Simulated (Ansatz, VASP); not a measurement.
Fe in VASP and in Ansatz

```
CELL_PARAMETERS angstrom
2.53143 0.00000 0.00000
-1.26572 2.19229 0.00000
0.00000 0.00000 8.66910
ATOMIC_POSITIONS crystal
Fe 0.00000 0.00000 0.00000
Fe 0.00000 0.00000 0.50000
Fe 0.33333 0.66667 0.75000
Fe 0.66667 0.33333 0.25000
```

Alike in both runs: functional PBE; k mesh 21 × 21 × 6; occupations gaussian, width 0.1 eV; collinear spin.

Ansatz relaxed the structure, and its values are those at the end. VASP's run is a single point on that final structure, the one shown.

|  | VASP | Ansatz |
| --- | --- | --- |
| version | VASP 6.6.1 | Ansatz 0.2.0 |
| potentials or method | VASP PAW PBE potentials, release 64 (Fe) | scalar-relativistic, plane waves, PAW |
| plane-wave cutoff (eV) | 520 | 420 |
| valence electrons in the cell | 32 | 64 |

Ansatz gave:

| Item | Value |
| --- | --- |
| gap on the k mesh at the Fermi level (eV) | none |
| pressure (GPa) | 0.0 |
| net moment per atom (μB) | 2.57 |
| size of the moment on the site where the two differ most (μB) | 2.60 |

Task: Which values does VASP return?

Result: gap on the k mesh at the Fermi level (eV): none; pressure (GPa): -0.2; net moment per atom (μB): 2.57; size of the moment on the site where the two differ most (μB): 2.56.

Site moments also hang on the region over which each program counts them. A gap of «none» marks a metal or a gap that the smearing closes. The functional is the same, so the differences come from potentials, cutoffs and numerics. The two sets of potentials don't hold the same shells in valence.
